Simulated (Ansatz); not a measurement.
Crystal: Ni3Ge.

```
Ge Ni
1.0
     3.53033    0.00000    0.00000
     0.00000    3.53033    0.00000
     0.00000    0.00000    3.53033
Ge Ni
1 3
Direct
  0.00000 0.00000 0.00000
  0.50000 0.50000 0.00000
  0.00000 0.50000 0.50000
  0.50000 0.00000 0.50000
```

The cell comes from a database or a generator and needn't be the stable form of this composition.

```yaml
Program: Ansatz 0.2.0
Task: single point
Functional: PBEsol
Potentials_or_basis: Ansatz PAW
Cutoff: "420 eV (not typed: the program's choice for these potentials)"
k_mesh: 8 × 8 × 8
Occupations: fermi-dirac, width 0.05 eV
Spin: collinear spin, ferromagnetic start
Starting_moments: "[0.0, 1.0, 1.0, 1.0] μB"
```

On this cell: pressure -1.0 GPa; largest force zero by symmetry; net moment 0.00 μB per cell; band gap on the k mesh none (metal or under the smearing width).

The same run follows on a disturbed copy (atoms moved at random, drawn with an rms of 0.05 Å):

```
Ge Ni
1.0
     3.53033    0.00000    0.00000
     0.00000    3.53033    0.00000
     0.00000    0.00000    3.53033
Ge Ni
1 3
Direct
  0.01482 0.00613 0.99582
  0.49066 0.49978 0.00353
  0.99542 0.49706 0.50131
  0.48740 0.00249 0.49681
```

**Question.** What does the disturbed cell give?

**Answer.** The energy (extrapolated to zero smearing) moves by +9.6 meV/atom; pressure -0.3 GPa; largest force 0.667 eV/Å; net moment 0.00 μB per cell; band gap on the k mesh none (metal or under the smearing width).

Forces in eV/Å, atoms in the order of the input:
```
Ge  -0.634 -0.198  0.064
Ni   0.422  0.148 -0.154
Ni  -0.307  0.222 -0.020
Ni   0.519 -0.172  0.111
```

Stress tensor (GPa, compression positive):
```
-0.31  0.10 -0.03
 0.10 -0.37 -0.08
-0.03 -0.08 -0.33
```

Caveats: the PAW data sets come from PBE, with cores solved anew for the run's functional, which leaves a small shift of forces and pressure; the starting moments weren't kept.
